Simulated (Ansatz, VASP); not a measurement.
**Ni: VASP beside Ansatz**

INCAR

```
PREC = Accurate ; ENCUT = 600
EDIFF = 1E-6 ; ISMEAR = 0
SIGMA = 0.1 ; LREAL = F
LASPH = T ; NELM = 100
ALGO = Normal ; ISIF = 3
LWAVE = F ; LCHARG = F
GGA = PS ; IBRION = 2
NSW = 100 ; EDIFFG = -0.01
```

Contents of KPOINTS:

```
Automatic mesh
0
Gamma
  15 15 12
```

File POSCAR:

```
Ni
1.0
    3.7930288261      0.0000000000      0.0000000000
   -1.8965144131      3.2848593207      0.0000000000
    0.0000000000      0.0000000000      4.2603870754
Ni
4
Direct
    0.0000000000      0.0000000000      0.2500000000
    0.0000000000      0.0000000000      0.7500000000
    0.3333333333      0.6666666667      0.7500000000
    0.6666666667      0.3333333333      0.2500000000
```

Input for Ansatz:

```yaml
crystal:
  lattice:
    - [3.7930288261, 0.0, 0.0]
    - [-1.8965144131, 3.2848593207, 0.0]
    - [0.0, 0.0, 4.2603870754]
  atoms:
    - { symbol: Ni, position: [0.0, 0.0, 0.25] }
    - { symbol: Ni, position: [0.0, 0.0, 0.75] }
    - { symbol: Ni, position: [0.3333333333, 0.6666666667, 0.75] }
    - { symbol: Ni, position: [0.6666666667, 0.3333333333, 0.25] }
basis:
  ecutwfc: 420
kpoints:
  mp_grid: { grid: [15, 15, 12] }
hamiltonian:
  xc: pbesol
scf:
  occupations: { method: gaussian, width: 0.1 }
output:
  forces: true
  stress: true
  eigenvalues: true
relax:
  adjacent_minimum: "off"
  f_tol: 0.01
  max_steps: 80
  cell: { stress_tol: 0.05 }
```

Alike in both runs: task relaxation of cell and atoms; functional PBEsol; k mesh 15 × 15 × 12; occupations gaussian, width 0.1 eV; no spin polarisation.

|  | VASP | Ansatz |
| --- | --- | --- |
| version | VASP 6.6.1 | Ansatz 0.2.0 |
| potentials or method | VASP PAW PBE potentials, release 64 (Ni) | scalar-relativistic, plane waves, PAW |
| plane-wave cutoff (eV) | 600 | 420 |
| valence electrons in the cell | 40 | 72 |

VASP gave:

| Item | Value |
| --- | --- |
| gap on the k mesh at the Fermi level, each at its own relaxed structure (eV) | none |
| relaxed volume (Å³/atom) | 13.25 |
| relaxed cell length with the largest relative difference (Å) | 4.250 |

What did Ansatz give for the same quantities?

gap on the k mesh at the Fermi level, each at its own relaxed structure (eV): none; relaxed volume (Å³/atom): 13.28; relaxed cell length with the largest relative difference (Å): 4.255.

A gap of «none» marks a metal or a gap that the smearing closes. The two sets of potentials don't hold the same shells in valence.

Caveats: the PAW data sets were made with another functional, which shifts forces and pressure a little (VASP); the run has no spin polarisation, though such a crystal can be magnetic. Spin polarisation is off, so any magnetic state and its effect on volume and gap are missing.
